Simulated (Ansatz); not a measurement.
NaI (Fm-3m) under several functionals

Plane-wave DFT in Ansatz with scalar-relativistic PAW potentials. The same structure was relaxed (cell and atoms, symmetry kept) in separate runs at each level. No spin polarisation.

Task: How do the levels LDA, PBE, PBEsol, r2SCAN compare?

Result:
```csv
level,cutoff (eV),k mesh,V (Å³/atom),a (Å),gap (eV),B0 (GPa)
LDA,420,6×6×6,30.702,6.263,3.62,–
PBEsol,420,6×6×6,32.781,6.401,3.60,–
r2SCAN,500,6×6×6,33.805,6.467,4.44,17
PBE,420,6×6×6,34.777,6.528,3.58,15
```

The usual order of volumes, LDA < PBEsol < PBE, holds here (30.702, 32.781, 34.777 Å³/atom). As a rule LDA overbinds; PBEsol, built on the gradient expansion of slowly varying densities, lies between LDA and PBE; PBE's stronger gradient term for exchange weakens bonds. r2SCAN lies 2.8 % under PBE in volume. B0 goes from 17.2 to 15.1 GPa as the volume grows by 2.9 %; on one curve with B' = 4.7 the volume alone, B ∝ V^(−B'), would give 15.0 GPa, and the rest of the difference is the functional's own stiffness. Each gap belongs to its own cell, so it mixes the functional's effect with that of the volume; gaps are the least found on the k mesh or on a band path.

Spin-orbit coupling is left out, which matters for the bands of heavy elements.